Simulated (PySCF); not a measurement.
One of the candidates below gave these computed data.

All candidates are C4H6.

| technique | computed result |
| --- | --- |
| Triplet | lowest triplet excitation (Tamm–Dancoff): 4.55 eV [TDA B3LYP/def2-SVPD] |
| 13C NMR | chemical shifts (computed TMS as zero) by class: 224.0 (1 C), 91.2 (1 C), 78.8 (1 C), 16.8 (1 C) ppm [GIAO PBE0/pcSseg-1] |
| Rotational structure | rotational constants A, B, C: 34.686, 4.164, 3.910 GHz [PBE0-D3(BJ)/def2-SVP] |
| UV, strongest line | among the 10 lowest singlet transitions: S7 at 7.64 eV (162 nm, f = 0.852) [TDDFT B3LYP/def2-SVPD] |
| UV, first state | lowest singlet excitation: 5.57 eV (223 nm, f = 0.000) [TDDFT B3LYP/def2-SVPD] |
| Valence photoelectron | vertical ionisation energy: 9.41 eV [ΔSCF B3LYP/def2-SVPD] |
| Couplings | largest of the computed one-bond spin–spin couplings (means over like bonds): 13C–1H +178.9 (×2), 13C–1H +168.1, 13C–1H +135.6 (×3), 13C–13C +112.2, 13C–13C +110.9, 13C–13C +49.4 Hz [B3LYP/pcJ-1, spin–dipole term left out] |
| Polarisability | 54.1 au [B3LYP/def2-SVPD] |
| 1H NMR | chemical shifts (computed TMS as zero) by class: 5.23 (1 H), 4.89 (2 H), 1.71 (3 H) ppm [GIAO PBE0/pcSseg-1] |

Gas-phase values; electronic properties from PySCF, density fitting. Levels stand in brackets. Isolated species at its PBE0-D3(BJ)/def2-SVP geometry, gas phase. Each NMR value is the plain mean over a class of atoms that symmetry, rotation or inversion makes alike.

Question: Which candidate is it?
A. `C=C=CC`
B. `C1[C@H]2C[C@@H]12`
C. `CC1=CC1`
D. `C1=CCC1`

Answer: A. It is `C=C=CC`. Numbering: `[CH2:1]=[C:2]=[CH:3][CH3:4]`. Its formula, C4H6, gives 2 degrees of unsaturation: 0 rings and 2 π bonds in the structure found. 4 carbons fall into 4 classes; from least to most shielded: central carbon of cumulated double bonds [C2] (224.0 ppm), outer carbon of cumulated double bonds [C3] (91.2 ppm), outer carbon of cumulated double bonds [C1] (78.8 ppm), methyl carbon [C4] (16.8 ppm). Hydrogen classes from least to most shielded: 1 H on an outer carbon of cumulated double bonds, C3 (5.23 ppm), 2 H on an outer carbon of cumulated double bonds, C1 (4.89 ppm), 3 H on a methyl carbon, C4 (1.71 ppm). The couplings run between: +178.9 Hz, outer carbon of cumulated double bonds [C1] and its hydrogen (with 1 like pair); +168.1 Hz, outer carbon of cumulated double bonds [C3] and its hydrogen; +135.6 Hz, methyl carbon [C4] and its hydrogen (with 2 like pairs); +112.2 Hz, central carbon of cumulated double bonds [C2] and outer carbon of cumulated double bonds [C3]; +110.9 Hz, outer carbon of cumulated double bonds [C1] and central carbon of cumulated double bonds [C2]; +49.4 Hz, outer carbon of cumulated double bonds [C3] and methyl carbon [C4]. The first electron is taken from the HOMO, whose largest Löwdin shares are 0.35 on an outer carbon of cumulated double bonds, 0.33 on the central carbon of cumulated double bonds, 0.09 on an outer carbon of cumulated double bonds and 0.08 on the methyl carbon. The optimised geometry has point group Cs and is an asymmetric top.

The others, at the same levels:
- `C1=CCC1` fails: it has 2 carbon classes against 4; its computed 13C shifts are 146.7 (2 C), 33.5 (2 C) ppm, 1H shifts are 6.26 (2 H), 2.62 (4 H) ppm and rotational constant A is 12.985 GHz (against 34.686 GHz).
- `C1[C@H]2C[C@@H]12` fails: it has 2 carbon classes against 4; its computed 13C shifts are 30.4 (2 C), -2.4 (2 C) ppm, 1H shifts are 1.41 (2 H), 1.24 (2 H), 0.40 (2 H) ppm and rotational constant A is 17.436 GHz (against 34.686 GHz).
- `CC1=CC1` fails: its computed 13C shifts are 125.1 (1 C), 107.7 (1 C), 14.6 (1 C), 9.8 (1 C) ppm, 1H shifts are 6.65 (1 H), 2.20 (3 H), 1.04 (2 H) ppm and rotational constant A is 20.714 GHz (against 34.686 GHz).
